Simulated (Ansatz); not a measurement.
Runs of Ansatz 0.2.0 on Ti. The structure is cubic, space group Im-3m (No. 229). The conventional cell has a = 3.282 Å, b = 3.282 Å, c = 3.282 Å, α = 90.00°, β = 90.00°, γ = 90.00°. Ti (site symmetry m-3m) has 8 Ti at 2.84 Å as nearest neighbours. This isn't the form of Ti at room conditions, which is hcp.

```csv
level,cutoff (eV),gap on the mesh (eV),pressure (GPa),relaxed volume (Å³/atom)
r2SCAN,500,none,0.0,17.22
revPBE,420,none,0.0,(a)
PBE,420,none,0.0,17.24
RPBE,420,none,0.0,17.79
```

Alike in all rows: task relaxation of cell and atoms; potentials or basis Ansatz PAW; no spin polarisation; cell relaxed; k mesh 11 × 11 × 11; smearing fermi-dirac 0.05 eV.

Q: Fill in the values left out.

A: (a) 17.64.

Caveats: the plane-wave basis is chosen anew once the cell has moved, so the energies of steps on either side of that aren't comparable; the PAW data sets come from PBE, with cores solved anew for the run's functional, which leaves a small shift of forces and pressure (some runs).

A gap of «none» marks a metal or a gap under the smearing width.
